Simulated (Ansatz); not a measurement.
**From three elastic constants to directional properties of ZnS**

All numbers below come from DFT LDA, scalar-relativistic, plane waves, PAW in Ansatz 0.2.0. Plane waves to 420 eV; Γ-centred k mesh 10×10×10; fixed occupations. No spin polarisation.

Equilibrium structure at this level:
```cif
data_structure
_symmetry_space_group_name_H-M 'F-43m'
_symmetry_Int_Tables_number 216
_cell_length_a 5.2968
_cell_length_b 5.2968
_cell_length_c 5.2968
_cell_angle_alpha 90.000
_cell_angle_beta 90.000
_cell_angle_gamma 90.000
_cell_volume 148.61
loop_
_atom_site_label
_atom_site_type_symbol
_atom_site_symmetry_multiplicity
_atom_site_Wyckoff_symbol
_atom_site_fract_x
_atom_site_fract_y
_atom_site_fract_z
_atom_site_occupancy
Zn1 Zn 4 d 0.25000 0.25000 0.75000 1
S1 S 4 a 0.00000 0.00000 0.00000 1
```

With ions relaxed, on the cubic axes: C11 = 116.7, C12 = 71.4, C44 = 52.1 GPa. The density is 4.355 g/cm³.

Question: Is the crystal stable against strain, and how anisotropic is it?

Answer: Born's conditions hold: C11 + 2C12 = 259.4, C11 − C12 = 45.3 and C44 = 52.1 GPa are all positive. B = (C11 + 2C12)/3 = 86.5 GPa. The two shear moduli are C44 and C′ = (C11 − C12)/2 = 22.7 GPa, so Zener's ratio is A = C44/C′ = 2.30: the tetragonal shear C′ is the soft one, as in many fcc and bcc metals and zincblende crystals. The Cauchy pressure C12 − C44 is 19.3 GPa; it would vanish for pair forces between atoms on inversion centres at zero pressure, and a positive value is usual with metallic or many-body binding, and where atoms off inversion centres relax under shear, which lowers C44.

Question: Give the sound speeds along the three symmetry directions.

Answer: The Christoffel equation gives ρv² for each branch:
```csv
direction,branch,ρv²,GPa,v (m/s)
[100],L,C11,116.7,5177
[100],T (×2),C44,52.1,3458
[110],L,(C11 + C12 + 2C44)/2,146.1,5792
[110],"T, u ∥ [001]",C44,52.1,3458
[110],"T, u ∥ [1-10]",(C11 − C12)/2,22.7,2282
[111],L,(C11 + 2C12 + 4C44)/3,155.9,5983
[111],T (×2),(C11 − C12 + C44)/3,32.5,2731
```

In a piezoelectric crystal some branches stiffen further, which is left out.

Question: How does Young's modulus depend on direction?

Answer: Inverting gives S11 = 15.985, S12 = -6.065, S44 = 19.205 TPa⁻¹. Along a unit vector (l, m, n), 1/E = S11 − 2(S11 − S12 − S44/2)(l²m² + m²n² + n²l²), where the last bracket is 0, 1/4 and 1/3 for [100], [110] and [111]: E = 63, 102 and 130 GPa. With A > 1 the body diagonal is stiffest. For a film on (001), the biaxial modulus is C11 + C12 − 2C12²/C11 = 101 GPa and the normal strain is −2C12/C11 = -1.22 times the in-plane one.

Cost: 2 runs of about 2.9 core-minutes in all, on Intel Xeon 6975P-C (Granite Rapids) (shared hosts).

The anisotropy follows from the tetrahedral bond network. The tetragonal shear leaves all Zn–S bond lengths unchanged to first order and only bends the angles between them, and in so polar a bond the angular restoring forces are weak. The C44 shear does stretch and compress bonds, and it stays stiffer even after the sublattices shift to relieve part of that strain. Pulling along [100] therefore works against the soft C′, whereas pulling along [111], a bond direction, works against C44, so Young's modulus doubles from 63 to 130 GPa. The same softness gives the slowest wave, 2282 m/s, along [110] with in-plane polarisation. The positive Cauchy pressure is no sign of metallic bonding in this wide-gap semiconductor. The lattice constant is shorter than the measured one, as is usual for LDA's overbinding, so the moduli are probably somewhat too high, while their ratios should suffer less. Stability against uniform strain doesn't settle whether zincblende lies below wurtzite in energy.
